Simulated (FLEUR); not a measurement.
# Ta (Im-3m) in FLEUR: further runs

One crystal, Ta, is run at these levels: PBEsol; tasks: equation of state.

All numbers are computed with FLEUR MaX-R8.1 (later development tree); they aren't measurements. Logs are shortened: lines on timing, memory, paths and dates and some standing lists are left out, and cuts for length are marked.

**Experimental background.**

From “Pressure effects on the electronic structure and superconductivity of (TaNb)0.67(HfZrTi)0.33 high entropy alloy”, 2019, arxiv:1910.08312, for a bulk crystal of Ta: bulk modulus 194 GPa.

The results are compared with them further down.

### Step 1. The crystal as given

Symmetry: Im-3m, No. 229, cubic system. Conventional cell: a = 3.303 Å, b = 3.303 Å, c = 3.303 Å, α = 90.00°, β = 90.00°, γ = 90.00°. Around Ta (site symmetry m-3m) lie 8 Ta at 2.86 Å.

### Step 2. Equation of state, PBEsol, 16.93 Å³/atom (volume scaled by 0.94)

inp.xml reads:

```xml
<?xml version="1.0" encoding="UTF-8" standalone="no"?>
<fleurInput fleurInputVersion="0.39">
   <comment>
      Ta                                                                                                  
   </comment>
   <calculationSetup>
      <cutoffs Kmax="4.1" Gmax="12.7" GmaxXC="12.7" numbands="0"/>
      <scfLoop itmax="60" minDistance="0.00001" maxIterBroyd="15" imix="Anderson" alpha="0.05" precondParam="0.0" spinf="2.0" sdNocoIR="T"/>
      <coreElectrons ctail="T" frcor="F" kcrel="0" coretail_lmax="0"/>
      <xcFunctional name="PBEs" relativisticCorrections="F"/>
      <magnetism jspins="1"/>
      <soc l_soc="F" theta="0.0" phi="0.0" spav="F"/>
      <expertModes spex="0" secvar="F"/>
      <geometryOptimization l_f="F" forcealpha="1.0" forcemix="BFGS" epsdisp="0.0005" epsforce="0.0002"/>
      <ldaU l_linMix="F" mixParam="0.05" spinf="1.0"/>
   </calculationSetup>
   <cell>
      <bzIntegration valenceElectrons="27.0" mode="hist" fermiSmearingEnergy="0.00183747">
         <kPointListSelection listName="default-1"/>
         <!-- k-points included here -->
         <xi:include xmlns:xi="http://www.w3.org/2001/XInclude" href="kpts.xml"> </xi:include>
      </bzIntegration>
      <!-- symmetry operations included here -->
      <xi:include xmlns:xi="http://www.w3.org/2001/XInclude" href="sym.xml"> </xi:include>
      <bulkLattice scale="0.9795861087">
         <bravaisMatrix>
            <row-1>   -3.1204669550294879     3.1204669550294879     3.1204669550294879</row-1>
            <row-2>    3.1204669550294879    -3.1204669550294879     3.1204669550294879</row-2>
            <row-3>    3.1204669550294879     3.1204669550294879    -3.1204669550294879</row-3>
         </bravaisMatrix>
      </bulkLattice>
   </cell>
   <atomSpecies>
      <species name="Tantalum (Ta)" element="Ta" atomicNumber="73">
         <mtSphere radius="2.45" gridPoints="827" logIncrement="0.016"/>
         <atomicCutoffs lmax="10" lnonsphr="10"/>
         <electronConfig flipSpins="F">
            <coreConfig>(1s1/2) (2s1/2) (2p1/2) (2p3/2) (3s1/2) (3p1/2) (3p3/2) (4s1/2) (3d3/2) (3d5/2) (4p1/2) (4p3/2) (4d3/2) (4d5/2)</coreConfig>
            <valenceConfig>(5s1/2) (5p1/2) (5p3/2) (6s1/2) (4f5/2) (4f7/2) (5d3/2) (5d5/2)</valenceConfig>
            <stateOccupation state="(5d3/2)" spinUp="0.600000" spinDown="0.600000"/>
            <stateOccupation state="(5d5/2)" spinUp="0.900000" spinDown="0.900000"/>
         </electronConfig>
         <energyParameters s="6" p="6" d="5" f="4"/>
         <lo type="SCLO" l="0" n="5" eDeriv="0"/>
         <lo type="SCLO" l="1" n="5" eDeriv="0"/>
         <lo type="SCLO" l="2" n="5" eDeriv="2"/>
         <lo type="SCLO" l="3" n="4" eDeriv="2"/>
      </species>
   </atomSpecies>
   <atomGroups>
      <atomGroup species="Tantalum (Ta)">
         <relPos label="                   1">.0000000000 .0000000000 .0000000000</relPos>
         <force calculate="T" relaxXYZ="TTT"/>
      </atomGroup>
   </atomGroups>
   <output dos="F" band="F" slice="F">
      <checks vchk="F" cdinf="F"/>
      <bandDOS minEnergy="-.5*Htr" maxEnergy="0.5*Htr" sigma="0.015" storeEVData="T"/>
      <vacuumDOS vacdos="F" integ="F" star="F" nstars="0" locx1="0.0" locy1="0.0" locx2="0.0" locy2="0.0" nstm="0" tworkf="0.0"/>
      <unfoldingBand unfoldBand="F" supercellX="1" supercellY="1" supercellZ="1"/>
      <plotting iplot="0" polar="F">
         <plot TwoD="T" vec1="  1.0  0.0  0.0" vec2="  0.0  1.0  0.0" vec3="  0.0  0.0  1.0" zero="  0.0  0.0  0.0" file="plot"/>
      </plotting>
      <chargeDensitySlicing numkpt="0" minEigenval="0.0" maxEigenval="0.0" nnne="0" pallst="F"/>
      <specialOutput eonly="F"/>
      <moessbauerParams electricFieldGradient="T" isomerShift="T" coreHyperfine="T" valenceHyperfine="T"/>
      <magneticCircularDichroism mcd="F" energyLo="-10.0" energyUp="0.0"/>
   </output>
  <!-- We include the file relax.xml here to enable relaxations (see documentation) -->
  <xi:include xmlns:xi="http://www.w3.org/2001/XInclude" href="relax.xml"> <xi:fallback/> </xi:include>
</fleurInput>
```

Potentials or basis: all-electron, FLAPW.

On the command line:

```sh
inpgen -f crystal.txt -profile fastHighL
# inp.xml edited to the form shown
fleur_MPI
```

Log:

```text
Welcome to FLEUR        (www.flapw.de)
      MaX-Release 8.1          (www.max-centre.eu)

 ========== k-point set info ==========
 Selected k-point list: default-1
 k-point list type: mesh
 11 x 11 x 11
 Number of k points: 56

 ------------Calculation Setup---------------------------
 Number of MPI-tasks      :            1
 Number of PE/node        :            1
 Number of OMP-threads    :            1
 Most efficient MPI parallelization for:
           1           2           4           7           8          14          28          56
 Additional eigenvalue parallelization possible
 Number of basis functions:          170
 Approximate size of matrices (H+S) per k-point:         0.000 GB
 --------------------------------------------------------
 Iteration:     1   Distance:      11.48135510 me/bohr^3
 Iteration:     2   Distance:      10.32126498 me/bohr^3
 Iteration:     3   Distance:       5.38201503 me/bohr^3
 Iteration:     4   Distance:       1.25637408 me/bohr^3
 Iteration:     5   Distance:       1.12324438 me/bohr^3
 Iteration:     6   Distance:       0.22268102 me/bohr^3
 Iteration:     7   Distance:       0.22520765 me/bohr^3
 Iteration:     8   Distance:       0.02570927 me/bohr^3
 Iteration:     9   Distance:       0.00415617 me/bohr^3
 Iteration:    10   Distance:       0.00243549 me/bohr^3
 Iteration:    11   Distance:       0.00007556 me/bohr^3
 Iteration:    12   Distance:       0.00006709 me/bohr^3
 Iteration:    13   Distance:       0.00000214 me/bohr^3

 ********************************************************************
 Run finished successfully
 Stop message:
   all done
 ********************************************************************
```

out.xml (last iteration):

```text
<iteration numberForCurrentRun="   13" overallNumber="   13">
         <energyParameters units="Htr">
            <atomicEP atomType="1" spin="1" branch="6s" branchLowest="-1.87" branchHighest="2.44" value="0.3527954705"/>
            <atomicEP atomType="1" spin="1" branch="6p" branchLowest="-0.56" branchHighest="3.40" value="0.4844823231"/>
            <atomicEP atomType="1" spin="1" branch="5d" branchLowest="-7.35" branchHighest="1.13" value="0.5149716588"/>
            <atomicEP atomType="1" spin="1" branch="4f" branchLowest="-9.99" branchHighest="-0.12" value="-0.0929210968"/>
            <loAtomicEP atomType="1" spin="1" branch="5s" branchLowest="-19.02" branchHighest="-1.87" value="-1.8947068044"/>
            <loAtomicEP atomType="1" spin="1" branch="5p" branchLowest="-13.90" branchHighest="-0.56" value="-0.6883970281"/>
            <loAtomicEP atomType="1" spin="1" branch="5d" branchLowest="-7.35" branchHighest="1.13" value="0.5119539716"/>
            <loAtomicEP atomType="1" spin="1" branch="4f" branchLowest="-9.99" branchHighest="-0.12" value="-0.1172102748"/>
         </energyParameters>
         <eigenvalues>
            <eigenvaluesAt spin="1" ikpt="1" k_x="0.00000000" k_y="0.00000000" k_z="0.00000000">
                      -1.9000410337       -0.6436310802       -0.6436310802       -0.6436310802       -0.1253173709
                      -0.1253173709       -0.1253173709       -0.1228742101       -0.1228742101       -0.1228742101
                      -0.1207458546        0.2608685673        0.5859653159        0.5859653159        0.5859653159
                       0.7143992813        0.7143992813        1.1085085124        1.1085085124        1.1085085124
                       1.5517238105
            </eigenvaluesAt>
            <eigenvaluesAt spin="1" ikpt="2" k_x="0.00000000" k_y="0.00000000" k_z="0.09090909">
                      -1.8996012535       -0.6482473616       -0.6450306273       -0.6436651386       -0.1252439693
                      -0.1251554335       -0.1251396432       -0.1230416993       -0.1229333781       -0.1229286073
                      -0.1209636429        0.2753554235        0.5766090655        0.5828413474        0.6004122027
                       0.7002005118        0.7144414126        1.1214342078        1.1333359984        1.1468273495
                       1.4544249906
            </eigenvaluesAt>
            <eigenvaluesAt spin="1" ikpt="3" k_x="0.00000000" k_y="0.00000000" k_z="0.18181818">
                      -1.8984167362       -0.6602471037       -0.6487427994       -0.6437563069       -0.1250770566
                      -0.1247170877       -0.1246726475       -0.1234412397       -0.1231681580       -0.1230284522
                      -0.1214360121        0.3140728996        0.5540661993        0.5681489725        0.6424716323
                       0.6865416229        0.7166155903        1.1415366514        1.2019591187        1.2154614388
                       1.3645060434
            </eigenvaluesAt>
            <eigenvaluesAt spin="1" ikpt="4" k_x="0.00000000" k_y="0.00000000" k_z="0.27272727">
                      -1.8968556311       -0.6752075094       -0.6535149142       -0.6438799194       -0.1249471896
                      -0.1243202671       -0.1241293344       -0.1236593959       -0.1236277604       -0.1230667088
                      -0.1217997919        0.3603602309        0.5286700954        0.5537969321        0.6954726253
                       0.7080776873        0.7243309394        1.1124132618        1.1853079055        1.3028189103
                       1.3745996947
            </eigenvaluesAt>
         </eigenvalues>
         <bandgap value="0.1278866667" units="eV"/>
         <sumValenceSingleParticleEnergies value="-7.1299448294" units="Htr"/>
         <FermiEnergy value="0.5598665113" units="Htr"/>
         <valenceDensity>
            <mtCharges spin="1">
               <mtCharge atomType="1" total="24.8392055" s="2.3437391" p="6.1343933" d="2.3424984" f="14.0120084"/>
            </mtCharges>
            <spinDependentCharge spin="1" total="27.0000000" interstitial="2.1607945" mtSpheres="24.8392055"/>
            <totalCharge value="26.9999999999"/>
         </valenceDensity>
         <coreStates atomType="     1" atomicNumber=" 73" spin="1" kinEnergy="  16945.8223322078" eigValSum="  -9534.0749579666" lostElectrons=" 0.000003">
            <state n="1" l="0" j="0.5" energy="-2470.7902072729" weight="1.0000000000"/>
            <state n="2" l="0" j="0.5" energy="-423.5939083297" weight="1.0000000000"/>
            <state n="2" l="1" j="0.5" energy="-404.7912110970" weight="1.0000000000"/>
            <state n="2" l="1" j="1.5" energy="-358.1342551415" weight="2.0000000000"/>
            <state n="3" l="0" j="0.5" energy="-96.4246289072" weight="1.0000000000"/>
            <state n="3" l="1" j="0.5" energy="-88.0727483243" weight="1.0000000000"/>
            <state n="3" l="1" j="1.5" energy="-78.0291450557" weight="2.0000000000"/>
            <state n="4" l="0" j="0.5" energy="-19.0247620556" weight="1.0000000000"/>
            <state n="3" l="2" j="1.5" energy="-63.9312075256" weight="2.0000000000"/>
            <state n="3" l="2" j="2.5" energy="-61.7430731056" weight="3.0000000000"/>
            <state n="4" l="1" j="0.5" energy="-15.5838702842" weight="1.0000000000"/>
            <state n="4" l="1" j="1.5" energy="-13.2678504674" weight="2.0000000000"/>
            <state n="4" l="2" j="1.5" energy="-7.6156689959" weight="2.0000000000"/>
            <state n="4" l="2" j="2.5" energy="-7.1902230077" weight="3.0000000000"/>
         </coreStates>
         <allElectronCharges>
            <spinDependentCharge spin="1" total="73.0000000" interstitial="2.1607973" mtSpheres="70.8392027"/>
            <totalCharge value="72.9999999984"/>
         </allElectronCharges>
         <moessbauerParams unitsHFF="kG" unitsIS="e/bohr^3" unitsEFG="Htr/bohr^2">
            <coreIsomerShift atomType="1" isTotal="1392931.02179">
               <shell n="1" l="0" isomerShift="1168126.66483"/>
               <shell n="2" l="0" isomerShift="165750.53245"/>
               <shell n="2" l="1" isomerShift="9774.19087"/>
               <shell n="3" l="0" isomerShift="37104.47097"/>
               <shell n="3" l="1" isomerShift="2442.97099"/>
               <shell n="4" l="0" isomerShift="9144.36683"/>
               <shell n="3" l="2" isomerShift="0.00094"/>
               <shell n="4" l="1" isomerShift="587.82368"/>
               <shell n="4" l="2" isomerShift="0.00023"/>
            </coreIsomerShift>
            <isomerShift atomType="1" nucleusRadius="0.0001336" averageDensity="1394587.25907"/>
            <electricFieldGradient atomType="1" VXX="0.00000" VYY="0.00000" VZZ="0.00000" asymParam="0.00000">
            </electricFieldGradient>
         </moessbauerParams>
         <totalEnergy                                    value="   -15621.4778198349" units="Htr">
            <sumOfEigenvalues                            value="    -9541.2049027961">
               <coreElectrons value="-9534.0749579666"/>
               <valenceElectrons value="-7.1299448294"/>
            </sumOfEigenvalues>
            <densityCoulombPotentialIntegral value="-26666.1039695173"/>
            <densityEffectivePotentialIntegral value="-27078.3164977004"/>
            <chargeDenXCDenIntegral value="-312.9946236375"/>
            <FockExchangeEnergyValence value="0.0000000000"/>
            <FockExchangeEnergyCore value="0.0000000000"/>
            <atomTypeDependentContributions atomType="1">
               <electronNucleiInteractionDifferentMTs value="19463.6824995477"/>
               <MadelungTerm value="-48.8603067953"/>
            </atomTypeDependentContributions>
            <tkbTimesEntropy value="0.0002311595"/>
            <freeEnergy value="-15621.4780509944"/>
            <extrapolationTo0K value="-15621.4779354147"/>
         </totalEnergy>
         <densityConvergence units="me/bohr^3">
            <chargeDensity spin="1" distance="0.0000021383"/>
         </densityConvergence>
      </iteration>
```

Wall time 13 s (1 thread of Arm Neoverse V2, shared host); peak memory 0.06 GiB.

What came out:

```yaml
Free_energy: -425082.0730 eV
Band_gap_on_the_k_mesh: none (metal or under the smearing width)
Valence_electrons_inside_the_program's_atomic_spheres: Ta 24.84 (radii Ta 2.45 bohr)
```

### Step 3. Equation of state, PBEsol, 17.29 Å³/atom (volume scaled by 0.96)

Edit inp.xml of step 2 so:

```diff
@@ -24,3 +24,3 @@
       <xi:include xmlns:xi="http://www.w3.org/2001/XInclude" href="sym.xml"> </xi:include>
-      <bulkLattice scale="0.9795861087">
+      <bulkLattice scale="0.9864848297">
          <bravaisMatrix>
```

Potentials or basis: all-electron, FLAPW.

On the command line:

```sh
inpgen -f crystal.txt -profile fastHighL
# inp.xml edited to the form shown
fleur_MPI
```

Wall time 13 s (1 thread of Arm Neoverse V2, shared host); peak memory 0.06 GiB.

The run converged. Its results:

| Property | Result |
| --- | --- |
| Free energy | -425082.0881 eV |
| Band gap on the k mesh | none (metal or under the smearing width) |
| Valence electrons inside the program's atomic spheres | Ta 24.80 (radii Ta 2.45 bohr) |

### Step 4. Equation of state, PBEsol, 17.65 Å³/atom (volume scaled by 0.98)

Edit inp.xml of step 3 so:

```diff
@@ -24,3 +24,3 @@
       <xi:include xmlns:xi="http://www.w3.org/2001/XInclude" href="sym.xml"> </xi:include>
-      <bulkLattice scale="0.9864848297">
+      <bulkLattice scale="0.9932883884">
          <bravaisMatrix>
```

On the command line:

```sh
inpgen -f crystal.txt -profile fastHighL
# inp.xml edited to the form shown
fleur_MPI
```

Wall time 13 s (1 thread of Arm Neoverse V2, shared host); peak memory 0.06 GiB.

It converged, with:

| Property | Result |
| --- | --- |
| Free energy | -425082.0923 eV |
| Band gap on the k mesh | none (metal or under the smearing width) |
| Valence electrons inside the program's atomic spheres | Ta 24.76 (radii Ta 2.45 bohr) |

### Step 5. Equation of state, PBEsol, 18.01 Å³/atom

Edit inp.xml of step 4 so:

```diff
@@ -24,3 +24,3 @@
       <xi:include xmlns:xi="http://www.w3.org/2001/XInclude" href="sym.xml"> </xi:include>
-      <bulkLattice scale="0.9932883884">
+      <bulkLattice scale="1.0000000000">
          <bravaisMatrix>
```

On the command line:

```sh
inpgen -f crystal.txt -profile fastHighL
# inp.xml edited to the form shown
fleur_MPI
```

Run time: 14 s. Hardware: 1 thread of Arm Neoverse V2, shared host; peak memory 0.06 GiB.

It converged, with:

```
Free energy                                           : -425082.0870 eV
Band gap on the k mesh                                : none (metal or under the smearing width)
Valence electrons inside the program's atomic spheres : Ta 24.72 (radii Ta 2.45 bohr)
```

### Step 6. Equation of state, PBEsol, 18.37 Å³/atom (volume scaled by 1.02)

Edit inp.xml of step 5 so:

```diff
@@ -24,3 +24,3 @@
       <xi:include xmlns:xi="http://www.w3.org/2001/XInclude" href="sym.xml"> </xi:include>
-      <bulkLattice scale="1.0000000000">
+      <bulkLattice scale="1.0066227096">
          <bravaisMatrix>
```

Potentials or basis: all-electron, FLAPW.

On the command line:

```sh
inpgen -f crystal.txt -profile fastHighL
# inp.xml edited to the form shown
fleur_MPI
```

It took 14 s on 1 thread of Arm Neoverse V2, shared host; peak memory 0.06 GiB.

Results (log left out):

| Property | Result |
| --- | --- |
| Free energy | -425082.0727 eV |
| Band gap on the k mesh | none (metal or under the smearing width) |
| Valence electrons inside the program's atomic spheres | Ta 24.68 (radii Ta 2.45 bohr) |

### Step 7. Equation of state, PBEsol, 18.73 Å³/atom (volume scaled by 1.04)

Edit inp.xml of step 6 so:

```diff
@@ -24,3 +24,3 @@
       <xi:include xmlns:xi="http://www.w3.org/2001/XInclude" href="sym.xml"> </xi:include>
-      <bulkLattice scale="1.0066227096">
+      <bulkLattice scale="1.0131594038">
          <bravaisMatrix>
```

On the command line:

```sh
inpgen -f crystal.txt -profile fastHighL
# inp.xml edited to the form shown
fleur_MPI
```

Wall time 14 s (1 thread of Arm Neoverse V2, shared host); peak memory 0.06 GiB.

Results (log left out):

```
Free energy                                           : -425082.0511 eV
Band gap on the k mesh                                : none (metal or under the smearing width)
Valence electrons inside the program's atomic spheres : Ta 24.65 (radii Ta 2.45 bohr)
```

### Step 8. Equation of state, PBEsol, 19.09 Å³/atom (volume scaled by 1.06)

Edit inp.xml of step 7 so:

```diff
@@ -24,3 +24,3 @@
       <xi:include xmlns:xi="http://www.w3.org/2001/XInclude" href="sym.xml"> </xi:include>
-      <bulkLattice scale="1.0131594038">
+      <bulkLattice scale="1.0196128224">
          <bravaisMatrix>
```

On the command line:

```sh
inpgen -f crystal.txt -profile fastHighL
# inp.xml edited to the form shown
fleur_MPI
```

Wall time 14 s (1 thread of Arm Neoverse V2, shared host); peak memory 0.06 GiB.

It converged, with:

| Quantity | Value |
| --- | --- |
| Free energy | -425082.0224 eV |
| Band gap on the k mesh | none (metal or under the smearing width) |
| Valence electrons inside the program's atomic spheres | Ta 24.62 (radii Ta 2.45 bohr) |

### Step 9. Equation of state, PBEsol

Potentials or basis: all-electron, FLAPW.

This step only gathers the single runs of the series.

Results:

| Property | Result |
| --- | --- |
| Equilibrium volume | 17.62 Å³/atom |
| Bulk modulus | 213 GPa |
| Pressure derivative of the bulk modulus | 4.6 |

Energy against volume, from the lowest point:
```
volume (Å³/atom)  energy (meV/atom)
          16.930              19.36
          17.290               4.25
          17.650               0.00
          18.010               5.39
          18.371              19.61
          18.731              41.26
          19.091              69.99
```

The run has no spin-orbit coupling, so splittings on Ta are missing.

### Step 10. Comparison with measurements

Step 9. A measured bulk modulus of Ta is 194 GPa (quoted in “Pressure effects on the electronic structure and superconductivity of (TaNb)0.67(HfZrTi)0.33 high entropy alloy”, 2019, arxiv:1910.08312); the calculated 213 GPa misses it by +9.6 %. The fit is for a static lattice scaled at fixed shape and fixed fractional positions.
